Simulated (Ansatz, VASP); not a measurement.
# Ge in VASP and in Ansatz

```xyz
4
Lattice="4.8914 0.0000 0.0000 0.0000 4.8914 0.0000 0.0000 0.0000 3.9520" Properties=species:S:1:pos:R:3 pbc="T T T"
Ge    0.0000    1.6738    1.9760
Ge    0.0000    3.2176    0.0000
Ge    1.6738    0.0000    2.9640
Ge    3.2176    0.0000    0.9880
```

Alike in both runs: functional PBE; k mesh 10 × 10 × 12; occupations gaussian, width 0.1 eV; no spin polarisation.

Ansatz relaxed the structure, and its values are those at the end. VASP's run is a single point on that final structure, the one shown.

|  | VASP | Ansatz |
| --- | --- | --- |
| version | VASP 6.6.1 | Ansatz 0.2.0 |
| potentials or method | VASP PAW PBE potentials, release 64 (Ge_d) | scalar-relativistic, plane waves, PAW |
| plane-wave cutoff (eV) | 520 | 420 |
| valence electrons in the cell | 56 | 56 |

|  | VASP | Ansatz | Ansatz less VASP |
| --- | --- | --- | --- |
| gap on the k mesh at the Fermi level (eV) | none | none | - |
| pressure (GPa) | 0.0 | 0.0 | +0.02 |

A gap of «none» marks a metal or a gap that the smearing closes. With one functional, cell and mesh, what is left measures potentials, basis and numerics.
